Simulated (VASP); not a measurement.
# Mn (Im-3m) in VASP: further runs, part 2 of 2

VASP 6.6.1. Earlier steps stand in the parts before.

## Step 6: Single point, PBE, collinear spin, ferromagnetic start

INCAR reads:

```
SYSTEM = Mn
PREC = Accurate
ENCUT = 520
EDIFF = 1E-6
ISMEAR = 0
SIGMA = 0.05
LREAL = .FALSE.
LASPH = .TRUE.
NELM = 100
ALGO = Normal
ISIF = 2
LWAVE = .FALSE.
LCHARG = .FALSE.
ISPIN = 2
MAGMOM = 4
LORBIT = 11
LMAXMIX = 4
GGA = PE
```

KPOINTS reads:

```
Automatic mesh
0
G
  12 12 12
  0 0 0
```

POSCAR reads:

```
Mn
1.0
   -1.5405000000      1.5405000000      1.5405000000
    1.5405000000     -1.5405000000      1.5405000000
    1.5405000000      1.5405000000     -1.5405000000
Mn
1
Cartesian
    0.0000000000      0.0000000000      0.0000000000
```

Potentials or basis: VASP PAW PBE potentials, release 64 (Mn_pv).

The run is started by

```sh
cat potpaw_PBE.64/Mn_pv/POTCAR > POTCAR
mpirun -np 1 vasp_std > vasp.out
```

OUTCAR:

```text
SYSTEM = Mn
   PREC = Accurate
   ENCUT = 520
   EDIFF = 1E-6
   ISMEAR = 0
   LREAL = .FALSE.
   LASPH = .TRUE.
   NELM = 100
   ISIF = 2
   ISPIN = 2
   LORBIT = 11
   GGA = PE

 ion  position               nearest neighbor table
   1  0.000  0.000  0.000-

  LATTYP: Found a body centered cubic cell.
 ALAT       =     3.0810000000

  Lattice vectors:

 A1 = (  -1.5405000000,   1.5405000000,   1.5405000000)
 A2 = (   1.5405000000,  -1.5405000000,   1.5405000000)
 A3 = (   1.5405000000,   1.5405000000,  -1.5405000000)

Analysis of symmetry for initial positions (statically):
=====================================================================
 Subroutine PRICEL returns:
 Original cell was already a primitive cell.

 Routine SETGRP: Setting up the symmetry group for a
 body centered cubic supercell.

 Subroutine GETGRP returns: Found 48 space group operations
 (whereof 48 operations were pure point group operations)
 out of a pool of 48 trial point group operations.

The static configuration has the point symmetry O_h .

Analysis of symmetry for dynamics (positions and initial velocities):
=====================================================================
 Subroutine PRICEL returns:
 Original cell was already a primitive cell.

 Routine SETGRP: Setting up the symmetry group for a
 body centered cubic supercell.

 Subroutine GETGRP returns: Found 48 space group operations
 (whereof 48 operations were pure point group operations)
 out of a pool of 48 trial point group operations.

The dynamic configuration has the point symmetry O_h .

Analysis of structural, dynamic, and magnetic symmetry:
=====================================================================
 Subroutine PRICEL returns:
 Original cell was already a primitive cell.

 Routine SETGRP: Setting up the symmetry group for a
 body centered cubic supercell.

 Subroutine GETGRP returns: Found 48 space group operations
 (whereof 48 operations were pure point group operations)
 out of a pool of 48 trial point group operations.

The overall configuration has the point symmetry O_h .

 Subroutine INISYM returns: Found 48 space group operations
 (whereof 48 operations are pure point group operations),
 and found     1 'primitive' translations

----------------------------------------------------------------------------------------

                                     Primitive cell

  volume of cell :      14.6233

  direct lattice vectors                    reciprocal lattice vectors
    -1.540500000  1.540500000  1.540500000     0.000000000  0.324569945  0.324569945
     1.540500000 -1.540500000  1.540500000     0.324569945  0.000000000  0.324569945
     1.540500000  1.540500000 -1.540500000     0.324569945  0.324569945  0.000000000

  length of vectors
     2.668224269  2.668224269  2.668224269     0.459011218  0.459011218  0.459011218

  position of ions in fractional coordinates (direct lattice)
     0.000000000  0.000000000  0.000000000

  ion indices of the primitive-cell ions
   primitive index   ion index
                 1           1

----------------------------------------------------------------------------------------

 KPOINTS: Automatic mesh

Automatic generation of k-mesh.
 Grid dimensions read from file:
 generate k-points for:   12   12   12

 Generating k-lattice:

  Cartesian coordinates                     Fractional coordinates (reciprocal lattice)
[... 103 lines left out ...]
   IALGO  =     38    algorithm
   IMIX   =      4    mixing-type and parameters
     AMIX     =   0.40;   BMIX     =  1.00
     AMIX_MAG =   1.60;   BMIX_MAG =  1.00
  volume/ion in A,a.u.               =      14.62        98.68
  Fermi-wavevector in a.u.,A,eV,Ry     =   1.574131  2.974677 33.713725  2.477889
  Thomas-Fermi vector in A             =   2.675311
   LORBIT       =     11    0 simple, 1 ext, 2 COOP (PROOUT), +10 PAW based schemes
   GGA     = PE    functional components
   LHFCALC =     F    Hartree Fock is set to
   AEXX    =    0.0000 exact exchange contribution
   IVDW    =     0    specifies the selected vdW correction
   LEPSILON=     F    determine dielectric tensor
   LRPA    =     F    only Hartree local field effects (RPA)
 spin polarized calculation
 Gauss-broadening in eV      SIGMA  =   0.05
  energy-cutoff  :      520.00
  volume of cell :       14.62
 maximum number of plane-waves:       420
   NGX =  9   NGY =  9   NGZ =  9

 number of electron      12.9999990 magnetization       3.0708921

 Free energy of the ion-electron system (eV)
  ---------------------------------------------------
  ext. energy  EPLUGINS =         0.00000000
  ---------------------------------------------------
  free energy    TOTEN  =        -8.33225933 eV

  energy without entropy =       -8.33048102  energy(sigma->0) =       -8.33137017

 E-fermi :   6.9858     XC(G=0): -12.1656

 val. band max:        6.9770368488   @ k =   0.5000   0.5000   0.4167
 cond. band min:       6.9863419392   @ k =  -0.4167   0.4167   0.0833
 fundamental gap:      0.0093050904
 Fermi energy:         6.9858225616

 spin component 1

 k-point     1 :       0.0000    0.0000    0.0000
  band No.  band energies     occupation
      1     -41.8068      1.00000
      2     -41.8068      1.00000
      3     -41.8068      1.00000
      4      -0.4452      1.00000
      5       5.1776      1.00000
      6       5.1777      1.00000
      7       5.1777      1.00000
      8       6.3653      1.00000
      9       6.3654      1.00000
     10      28.0057      0.00000
     11      28.0057      0.00000
     12      28.0057      0.00000
[... 573 lines left out ...]
      1     -42.0539      1.00000
      2     -41.9173      1.00000
      3     -41.8344      1.00000
      4       3.3471      1.00000
      5       4.5705      1.00000
      6       5.1802      1.00000
      7       6.1509      1.00000
      8       7.1249      0.00004
      9       8.9596      0.00000
     10      13.3919      0.00000
     11      19.6758      0.00000
     12      23.6091      0.00000

 [... further k-points ...]

 spin component 2

 k-point     1 :       0.0000    0.0000    0.0000
  band No.  band energies     occupation
      1     -38.5833      1.00000
      2     -38.5833      1.00000
      3     -38.5833      1.00000
      4       0.1405      1.00000
      5       7.8895      0.00000
      6       7.8895      0.00000
      7       7.8895      0.00000
      8       9.4184      0.00000
      9       9.4184      0.00000
     10      28.1187      0.00000
     11      28.1187      0.00000
     12      28.1187      0.00000
[... 573 lines left out ...]
      1     -38.8613      1.00000
      2     -38.7056      1.00000
      3     -38.6145      1.00000
      4       5.1072      1.00000
      5       6.8858      0.99767
      6       7.0802      0.00379
      7       9.0415      0.00000
      8      10.0531      0.00000
      9      11.0560      0.00000
     10      15.2123      0.00000
     11      20.7067      0.00000
     12      24.3351      0.00000

 [... further k-points ...]

------------------------ aborting loop because EDIFF is reached ----------------------------------------

 total charge

# of ion       s       p       d       tot
------------------------------------------
    1        0.330   6.233   4.994  11.558

 magnetization (x)

# of ion       s       p       d       tot
------------------------------------------
    1       -0.005   0.004   2.994   2.993

  FORCE on cell =-STRESS in cart. coord.  units (eV):
  Direction    XX          YY          ZZ          XY          YZ          ZX
  --------------------------------------------------------------------------------------
  -------------------------------------------------------------------------------------
  Total       -0.9020616     -0.9020616     -0.9020616     -0.0000000     -0.0000000      0.0000000
  in kB      -98.8329363    -98.8329363    -98.8329363     -0.0000000     -0.0000000      0.0000000
  external PRESSURE =     -98.8329363 kB  Pullay stress =       0.0000000 kB

 VOLUME and BASIS-vectors are now :
 -----------------------------------------------------------------------------
  energy-cutoff  :      520.00
  volume of cell :       14.62
      direct lattice vectors                 reciprocal lattice vectors
    -1.540500000  1.540500000  1.540500000     0.000000000  0.324569945  0.324569945
     1.540500000 -1.540500000  1.540500000     0.324569945  0.000000000  0.324569945
     1.540500000  1.540500000 -1.540500000     0.324569945  0.324569945  0.000000000

 POSITION                                       TOTAL-FORCE (eV/Angst)
 -----------------------------------------------------------------------------------
      0.00000      0.00000      0.00000        -0.000000      0.000000     -0.000000
 -----------------------------------------------------------------------------------
    total drift:                                0.000000     -0.000000      0.000000

  FREE ENERGIE OF THE ION-ELECTRON SYSTEM (eV)
  ---------------------------------------------------
  free  energy   TOTEN  =        -8.3322593305 eV

  energy  without entropy=       -8.3304810174  energy(sigma->0) =       -8.33137017

 total charge

# of ion       s       p       d       tot
------------------------------------------
    1        0.330   6.233   4.994  11.558

 magnetization (x)

# of ion       s       p       d       tot
------------------------------------------
    1       -0.005   0.004   2.994   2.993
```

Wall time 17 s (1 thread of Intel Xeon Platinum 8559C (Emerald Rapids), shared host); peak memory 0.14 GiB.

What came out:

```
Free energy                                           : -8.3323 eV
Pressure                                              : -9.9 GPa
Band gap on the k mesh                                : none (metal or under the smearing width)
Net moment                                            : 3.07 μB per cell
Site moments                                          : Mn +2.99 μB
Valence electrons inside the program's atomic spheres : Mn 11.56
```

## Step 7: For comparison

An earlier run on the cell as given: functional PBE; potentials or basis VASP PAW PBE potentials, release 64 (Mn_pv); cutoff 520 eV; k mesh 12 × 12 × 12; occupations fermi-dirac, width 0.05 eV; collinear spin, ferromagnetic start; starting moments [4.0] μB.

* Pressure: -10.2 GPa
* Band gap on the k mesh: none (metal or under the smearing width)
* Net moment: 3.05 μB per cell
* Site moments: Mn +2.97 μB
* Valence electrons inside the program's atomic spheres: Mn 11.56

## Step 8: Summary

```csv
level,potentials or basis,smearing,gap on the mesh (eV),pressure (GPa),moment (μB)
PBEsol,"VASP PAW PBE potentials, release 54 (Mn_pv)",gaussian 0.02 eV,none,-16.0,3.07
PBE,"VASP PAW PBE potentials, release 64 (Mn_pv)",gaussian 0.05 eV,none,-9.9,3.07
PBE,"VASP PAW PBE potentials, release 64 (Mn_pv)",fermi-dirac 0.05 eV,none,-10.2,3.05
```

Alike in all rows: task single point; spin collinear, ferromagnetic start; cell as given; k mesh 12 × 12 × 12; cutoff (eV) 520.

Caveats: so large a pressure means that the cell lies far from this level's equilibrium, or that cutoff or potentials fall short (some runs); the potentials were made for another functional, which shifts forces and pressure (some runs).

Absolute energies hang on the potentials; compare differences alone.
